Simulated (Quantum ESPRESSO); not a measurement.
Zn: band structure with AM05

The system is Zn.

```
Zn
1.0
    -1.56904    1.56904    1.56904
     1.56904   -1.56904    1.56904
     1.56904    1.56904   -1.56904
Zn
1
Direct
  0.00000 0.00000 0.00000
```

This isn't the form of Zn at room conditions, which is hcp.

```
Program             : Quantum ESPRESSO 7.5
Task                : band structure
Functional          : AM05
Potentials or basis : SSSP 1.3 efficiency PBE
Cutoff              : 748 eV
Density cutoff      : 5987 eV
k mesh              : 12 × 12 × 12
Occupations         : gaussian, width 0.1 eV
Spin                : collinear spin, ferromagnetic start
Starting moments    : [0.5] μB
Fixed moment        : 0 μB
Mixing beta         : 0.3
Most SCF iterations : 120
SCF threshold       : 2e-10 Ry
```

- Pressure: -5.7 GPa
- Net moment: 0.00 μB per cell
- Absolute moment: 0.00 μB per cell
- Valence electrons inside the program's atomic spheres: Zn 18.76

It took 38 s on 1 thread of Arm Neoverse V1 (shared host), peak memory 0.11 GiB.

Caveat: the potentials were made for another functional, which shifts forces and pressure; the total moment is fixed, so each spin has its own Fermi level.
